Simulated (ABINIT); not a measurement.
# InP (F-43m) in ABINIT: further runs

Aim: see how the results for InP move with the level of theory and the settings. Levels: PW91, LDA-VWN, PBE, RPBE. Tasks: band structure, equation of state.

Program: ABINIT 10.8.3 (patched build). These are calculated values, not measurements. Logs are shortened: lines on timing, memory, paths and dates and some standing lists are left out, and cuts for length are marked. The log counts tension as positive stress, the text compression.

**The experiment to reproduce.**

A printed reference work, data compilation reports, for a bulk crystal of InP: band gap 1.4236 eV (direct) at 1.6 K; bulk modulus 71 GPa.

The runs below are set against these values where they give the same quantity.

## (1) The crystal as given

The structure is cubic, space group F-43m (No. 216). Conventional cell: a = 5.861 Å, b = 5.861 Å, c = 5.861 Å, α = 90.00°, β = 90.00°, γ = 90.00°. In (site symmetry -43m) has 4 P at 2.54 Å as nearest neighbours. P (site symmetry -43m) is surrounded by 4 In at 2.54 Å.

## (2) Band structure, PW91

Input file run.abi:

```
# Datasets: ground state, then fixed potential
ndtset 2

# Pseudopotentials
pp_dirpath "./"
pseudos "In.GGA_PBE-JTH.xml, P.GGA_PBE-JTH.xml"

# Structure
acell 7.83169184 7.83169184 7.83169184
rprim
     0.0000000000     0.7071067812     0.7071067812
     0.7071067812     0.0000000000     0.7071067812
     0.7071067812     0.7071067812     0.0000000000
ntypat 2
znucl 49 15
natom 2
typat 1 2
xred
     0.0000000000     0.0000000000     0.0000000000
     0.7500000000     0.7500000000     0.7500000000

# Plane-wave basis
ecut 20.0
pawecutdg 40.0

# Exchange and correlation
ixc -109134

# Bands and occupations
occopt 3
tsmear 0.00183747

# SCF cycle
nstep 100

# Output
iomode 3
prtwf 0
prteig 0
prtebands 0
prtden1 1
prtvha1 1
prtvclmb1 1
prtpot1 1

# Dataset 1
kptopt1 1
ngkpt1 8 8 8
nshiftk1 1
shiftk1 0.0 0.0 0.0
nband1 13
tolvrs1 1.0e-9

# Dataset 2: bands along G-X-W-K-G-L-U-W-L-K
iscf2 -2
getden2 1
nband2 17
nbdbuf2 2
tolwfr2 1.0e-12
kptopt2 -9
ndivsm2 6
prteig2 1
kptbounds2
     0.0000000000     0.0000000000     0.0000000000
     0.5000000000     0.0000000000     0.5000000000
     0.5000000000     0.2500000000     0.7500000000
     0.3750000000     0.3750000000     0.7500000000
     0.0000000000     0.0000000000     0.0000000000
     0.5000000000     0.5000000000     0.5000000000
     0.6250000000     0.2500000000     0.6250000000
     0.5000000000     0.2500000000     0.7500000000
     0.5000000000     0.5000000000     0.5000000000
     0.3750000000     0.3750000000     0.7500000000
```

Potentials or basis: JTH PAW PBE v2.0.

The run is started by

```
$ abinit run.abi > log 2>&1
```

run.abo:

```text
.Version 10.8.3 of ABINIT
 DATASET    1 : space group F-4 3 m (#216); Bravais cF (face-center cubic)
================================================================================
 Values of the parameters that define the memory need for DATASET  1.
     intxc =       0    ionmov =       0      iscf =      17    lmnmax =      18
     lnmax =       6     mgfft =      32  mpssoang =       3    mqgrid =    3001
     natom =       2  nloc_mem =       2    nspden =       1   nspinor =       1
    nsppol =       1      nsym =      24    n1xccc =       1    ntypat =       2
    occopt =       3   xclevel =       2
       mpw =        1475          nfft =       32768          nkpt =          29
 PAW method is used; the additional fine FFT grid is defined by:
   mgfftf=        48    nfftf =    110592
================================================================================
================================================================================

 DATASET    2 : space group F-4 3 m (#216); Bravais cF (face-center cubic)
================================================================================
 Values of the parameters that define the memory need for DATASET  2.
     intxc =       0    ionmov =       0      iscf =      -2    lmnmax =      18
     lnmax =       6     mgfft =      32  mpssoang =       3    mqgrid =    3001
     natom =       2  nloc_mem =       2    nspden =       1   nspinor =       1
    nsppol =       1      nsym =      24    n1xccc =       1    ntypat =       2
    occopt =       3   xclevel =       2
       mpw =        1472          nfft =       32768          nkpt =         103
 PAW method is used; the additional fine FFT grid is defined by:
   mgfftf=        48    nfftf =    110592
================================================================================
================================================================================

--------------------------------------------------------------------------------
------------- Echo of variables that govern the present computation ------------
--------------------------------------------------------------------------------
 -outvars: echo values of preprocessed input variables --------
            acell      7.8316918400E+00  7.8316918400E+00  7.8316918400E+00 Bohr
              amu      1.14820000E+02  3.09737620E+01
             ecut      2.00000000E+01 Hartree
           getden1          0
           getden2          1
             iscf1         17
             iscf2         -2
                       outvar_i_n : Printing only first  50 k-points.
              ixc     -109134
           jdtset        1    2
                       outvar_i_n : Printing only first  50 k-points.
           kptopt1          1
           kptopt2         -9
         kptrlatt        8    0    0      0    8    0      0    0    8
          kptrlen1     6.26535347E+01
          kptrlen2     3.00000000E+01
            natom           2
            nband1         13
            nband2         17
           nbdbuf1          0
           nbdbuf2          2
           ndtset           2
           ndivsm1          0
           ndivsm2          6
            ngfft          32      32      32
          ngfftdg          48      48      48
             nkpt1         29
             nkpt2        103
            nstep         100
             nsym          24
           ntypat           2
           occopt           3
        pawecutdg      4.00000000E+01 Hartree
         pawxcdev           0
        prtebands           0
           prteig1          0
           prteig2          1
           prtpot1          1
           prtpot2          0
         prtvclmb1          1
         prtvclmb2          0
           prtvha1          1
           prtvha2          0
            prtwf           0
            rprim      0.0000000000E+00  7.0710678120E-01  7.0710678120E-01
[... 238 lines left out ...]
 R(2)=  5.5378424  0.0000000  5.5378424  G(2)=  0.0902879 -0.0902879  0.0902879
 R(3)=  5.5378424  5.5378424  0.0000000  G(3)=  0.0902879  0.0902879 -0.0902879
 Unit cell volume ucvol=  3.3966576E+02 bohr^3
 Angles (23,13,12)=  6.00000000E+01  6.00000000E+01  6.00000000E+01 degrees

 Coarse grid specifications (used for wave-functions):

 getcut: wavevector=  0.0000  0.0000  0.0000  ngfft=  32  32  32
         ecut(hartree)=     20.000   => boxcut(ratio)=   2.02962

 Fine grid specifications (used for densities):

 getcut: wavevector=  0.0000  0.0000  0.0000  ngfft=  48  48  48
         ecut(hartree)=     40.000   => boxcut(ratio)=   2.15273
--------------------------------------------------------------------------------

================================================================================
 Non-SCF case, kpt    1 (  0.00000  0.00000  0.00000), residuals and eigenvalues=
  2.20E-13  3.03E-13  6.04E-13  6.61E-13  2.19E-13  5.88E-13  4.52E-13  9.75E-13
  1.72E-13  8.07E-13  5.66E-13  3.03E-13  4.26E-13  2.28E-13  6.75E-13  1.28E-12
  6.69E-13
 -3.5227E-01 -3.5227E-01 -3.5227E-01 -3.4676E-01 -3.4676E-01 -2.5369E-01
  1.7017E-01  1.7017E-01  1.7017E-01  1.9397E-01  3.2002E-01  3.2002E-01
  3.2002E-01  4.8410E-01  5.1764E-01  5.1764E-01  5.8175E-01
 Non-SCF case, kpt    2 (  0.02941  0.00000  0.02941), residuals and eigenvalues=
  1.52E-13  5.49E-13  9.69E-13  8.72E-13  2.58E-13  5.58E-13  2.38E-13  2.76E-13
  2.41E-13  8.70E-13  4.17E-13  3.25E-13  6.16E-13  5.95E-13  5.31E-13  6.67E-13
  1.42E-06
[... 696 lines left out ...]
 Non-SCF case, kpt  102 (  0.38750  0.38750  0.72500), residuals and eigenvalues=
  2.92E-13  3.88E-13  2.39E-13  7.05E-13  9.33E-13  5.86E-13  5.16E-13  6.29E-13
  4.34E-13  5.63E-13  6.28E-13  7.55E-13  2.87E-13  4.78E-13  7.50E-13  3.63E-07
  4.34E-05
 -3.5783E-01 -3.4975E-01 -3.4911E-01 -3.4757E-01 -3.4609E-01 -1.6823E-01
 -3.5385E-02  4.7611E-02  1.0173E-01  2.5958E-01  3.4085E-01  4.3578E-01
  4.3657E-01  4.7147E-01  5.2830E-01  6.4458E-01  6.8691E-01
 Non-SCF case, kpt  103 (  0.37500  0.37500  0.75000), residuals and eigenvalues=
  7.73E-13  5.87E-13  1.81E-13  3.56E-13  5.27E-13  2.09E-13  7.69E-13  7.22E-13
  2.36E-13  1.76E-13  3.89E-13  2.39E-13  4.58E-13  8.13E-13  2.44E-13  5.59E-07
  3.77E-05
 -3.5801E-01 -3.4959E-01 -3.4898E-01 -3.4772E-01 -3.4601E-01 -1.6666E-01
 -3.6794E-02  4.8545E-02  9.8672E-02  2.5659E-01  3.3088E-01  4.4572E-01
  4.4662E-01  4.7249E-01  5.3358E-01  6.4247E-01  6.7904E-01

--- !ResultsGS
iteration_state: {dtset: 2, }
comment   : Summary of ground state results
lattice_vectors:
- [  0.0000000,   5.5378424,   5.5378424, ]
- [  5.5378424,   0.0000000,   5.5378424, ]
- [  5.5378424,   5.5378424,   0.0000000, ]
lattice_lengths: [   7.83169,    7.83169,    7.83169, ]
lattice_angles: [ 60.000,  60.000,  60.000, ] # degrees, (23, 13, 12)
lattice_volume:   3.3966576E+02
convergence: {deltae:  0.000E+00, res2:  0.000E+00, residm:  9.987E-13, diffor:  0.000E+00, }
etotal    :  -6.47906293E+01
entropy   :   0.00000000E+00
fermie    :   1.83218365E-01
cartesian_stress_tensor: null
pressure_GPa: null
xred      :
- [  0.0000E+00,   0.0000E+00,   0.0000E+00, In]
- [  7.5000E-01,   7.5000E-01,   7.5000E-01,  P]
cartesian_forces: null
force_length_stats: {min: null, max: null, mean: null, }
...

 Integrated electronic density in atomic spheres:
 ------------------------------------------------
 Atom  Sphere_radius  Integrated_density
    1        2.50645         11.25265308
    2        1.60765          1.59170384

================================================================================

 ----iterations are completed or convergence reached----

 Mean square residual over all n,k,spin=   48.192E-14; max=  99.874E-14
 reduced coordinates (array xred) for    2 atoms
       0.000000000000      0.000000000000      0.000000000000
       0.750000000000      0.750000000000      0.750000000000

 cartesian coordinates (angstrom) at end:
    1      0.00000000000000     0.00000000000000     0.00000000000000
    2      4.39574999711065     4.39574999711065     4.39574999711065
 length scales=  7.831691840000  7.831691840000  7.831691840000 bohr
              =  4.144352841731  4.144352841731  4.144352841731 angstroms
 Eigenvalues (hartree) for nkpt= 103  k points:
 kpt#   1, nband= 17, wtk=  1.00000, kpt=  0.0000  0.0000  0.0000 (reduced coord)
  -0.35227   -0.35227   -0.35227   -0.34676   -0.34676   -0.25369    0.17017    0.17017
   0.17017    0.19397    0.32002    0.32002    0.32002    0.48410    0.51764    0.51764
   0.58175
 kpt#   2, nband= 17, wtk=  1.00000, kpt=  0.0294  0.0000  0.0294 (reduced coord)
  -0.35234   -0.35224   -0.35224   -0.34676   -0.34675   -0.25320    0.16199    0.16890
   0.16890    0.20209    0.31834    0.32171    0.32171    0.48687    0.51139    0.51793
   0.58287
 kpt#   3, nband= 17, wtk=  1.00000, kpt=  0.0588  0.0000  0.0588 (reduced coord)
  -0.35255   -0.35214   -0.35214   -0.34680   -0.34671   -0.25173    0.14764    0.16528
   0.16528    0.21622    0.31365    0.32663    0.32663    0.49353    0.49813    0.51880
   0.58643
 kpt#   4, nband= 17, wtk=  1.00000, kpt=  0.0882  0.0000  0.0882 (reduced coord)
  -0.35289   -0.35199   -0.35199   -0.34686   -0.34666   -0.24930    0.13224    0.15979
   0.15979    0.23105    0.30678    0.33429    0.33429    0.47886    0.50785    0.52024
   0.59140
 kpt#   5, nband= 17, wtk=  1.00000, kpt=  0.1176  0.0000  0.1176 (reduced coord)
[... 381 lines left out ...]
   0.10980    0.26657    0.34784    0.40951    0.41758    0.48723    0.52841    0.61653
   0.65141
 kpt# 101, nband= 17, wtk=  1.00000, kpt=  0.4000  0.4000  0.7000 (reduced coord)
  -0.35762   -0.34993   -0.34930   -0.34740   -0.34616   -0.17096   -0.03405    0.05012
   0.10549    0.26310    0.34752    0.42329    0.42391    0.47820    0.52688    0.63539
   0.66637
 kpt# 102, nband= 17, wtk=  1.00000, kpt=  0.3875  0.3875  0.7250 (reduced coord)
  -0.35783   -0.34975   -0.34911   -0.34757   -0.34609   -0.16823   -0.03538    0.04761
   0.10173    0.25958    0.34085    0.43578    0.43657    0.47147    0.52830    0.64458
   0.68691
 kpt# 103, nband= 17, wtk=  1.00000, kpt=  0.3750  0.3750  0.7500 (reduced coord)
  -0.35801   -0.34959   -0.34898   -0.34772   -0.34601   -0.16666   -0.03679    0.04855
   0.09867    0.25659    0.33088    0.44572    0.44662    0.47249    0.53358    0.64247
   0.67904

== END DATASET(S) ==============================================================
================================================================================

 -outvars: echo values of variables after computation  --------
            acell      7.8316918400E+00  7.8316918400E+00  7.8316918400E+00 Bohr
           etotal1    -6.4790629276E+01
            fcart1    -1.8233490306E-29  6.0778301020E-30  6.0778301020E-30
                       1.8233490306E-29 -6.0778301020E-30 -6.0778301020E-30
            rprim      0.0000000000E+00  7.0710678120E-01  7.0710678120E-01
                       7.0710678120E-01  0.0000000000E+00  7.0710678120E-01
                       7.0710678120E-01  7.0710678120E-01  0.0000000000E+00
           strten1    -9.3540843335E-05 -9.3540843335E-05 -9.3540843335E-05
                       0.0000000000E+00  0.0000000000E+00  0.0000000000E+00
           xangst      0.0000000000E+00  0.0000000000E+00  0.0000000000E+00
                       4.3957499971E+00  4.3957499971E+00  4.3957499971E+00
             xred      0.0000000000E+00  0.0000000000E+00  0.0000000000E+00
                       7.5000000000E-01  7.5000000000E-01  7.5000000000E-01
 Calculation completed.
```

Wall time 54 s (1 thread of Arm Neoverse V2, shared host); peak memory 0.14 GiB.

Results:

```yaml
Free_energy: -1763.0428 eV
Band_gap_on_the_k_mesh: 0.65 eV, direct
Valence_electrons_inside_the_program's_atomic_spheres: In 11.25; P 1.59
```

Levels at the corners of the path, in eV from the valence-band top:
| point | band 6 | band 7 | band 8 | band 9 | band 10 | band 11 | band 12 | band 13 |
| --- | --- | --- | --- | --- | --- | --- | --- | --- |
| Γ | -11.53 | 0.00 | 0.00 | 0.00 | 0.65 | 4.08 | 4.08 | 4.08 |
| X | -9.15 | -5.77 | -2.33 | -2.33 | 1.76 | 2.26 | 9.17 | 9.55 |
| W | -9.08 | -5.63 | -2.96 | -2.92 | 4.29 | 4.35 | 5.55 | 6.21 |
| K | -9.17 | -5.63 | -3.31 | -1.95 | 2.35 | 4.37 | 7.50 | 7.52 |
| Γ | -11.53 | 0.00 | 0.00 | 0.00 | 0.65 | 4.08 | 4.08 | 4.08 |
| L | -9.81 | -5.75 | -0.98 | -0.98 | 1.46 | 4.81 | 4.81 | 7.08 |
| U | -9.17 | -5.63 | -3.31 | -1.95 | 2.35 | 4.37 | 7.50 | 7.52 |
| W | -9.08 | -5.63 | -2.96 | -2.92 | 4.29 | 4.35 | 5.55 | 6.21 |
| L | -9.81 | -5.75 | -0.98 | -0.98 | 1.46 | 4.81 | 4.81 | 7.08 |
| K | -9.17 | -5.63 | -3.31 | -1.95 | 2.35 | 4.37 | 7.50 | 7.52 |

Caveat: the cutoff is too short for stress, so the log's stress isn't used; the PAW data sets were made with another functional, which shifts forces and pressure a little; spin-orbit coupling is left out, which moves the levels of the heavy elements.

## (3) Equation of state, LDA-VWN

Input file run.abi:

```
# Datasets: one volume each
ndtset 7
getwfk -1
scalecart1 3*0.9795861087
scalecart2 3*0.9864848297
scalecart3 3*0.9932883884
scalecart4 3*1.0000000000
scalecart5 3*1.0066227096
scalecart6 3*1.0131594038
scalecart7 3*1.0196128224

# Pseudopotentials
pp_dirpath "./"
pseudos "In.LDA_PW-JTH.xml, P.LDA_PW-JTH.xml"

# Structure
acell 7.83169184 7.83169184 7.83169184
rprim
     0.0000000000     0.7071067812     0.7071067812
     0.7071067812     0.0000000000     0.7071067812
     0.7071067812     0.7071067812     0.0000000000
ntypat 2
znucl 49 15
natom 2
typat 1 2
xred
     0.0000000000     0.0000000000     0.0000000000
     0.7500000000     0.7500000000     0.7500000000

# Plane-wave basis
ecut 20.0
pawecutdg 40.0

# k points
kptopt 1
ngkpt 8 8 8
nshiftk 1
shiftk 0.0 0.0 0.0

# Exchange and correlation
ixc -1007

# Bands and occupations
nband 13
occopt 3
tsmear 0.00183747

# SCF cycle
nstep 100
tolvrs 1.0e-9

# Output
iomode 3
prtwf 1
prtden 0
prteig 0
prtebands 0
enunit 2
```

Potentials or basis: JTH PAW LDA v2.0.

The run is started by

```
$ abinit run.abi > log 2>&1
```

It took 80 s on 1 thread of Arm Neoverse V2, shared host; peak memory 0.14 GiB.

Results (log left out):

* Equilibrium volume: 24.72 Å³/atom
* Bulk modulus: 71 GPa
* Pressure derivative of the bulk modulus: 4.7 (rough: it moves with the points fitted)

Energy against volume, from the lowest point:
```tsv
volume (Å³/atom)	energy (meV/atom)
23.657	11.03
24.160	2.86
24.663	0.00
25.167	1.73
25.670	7.39
26.173	16.88
26.677	29.55
```

Caveat: the cutoff is too short for stress, so the log's stress isn't used; pressures at fixed basis lie under the slope of the energies.

[end of part 1 of 2]
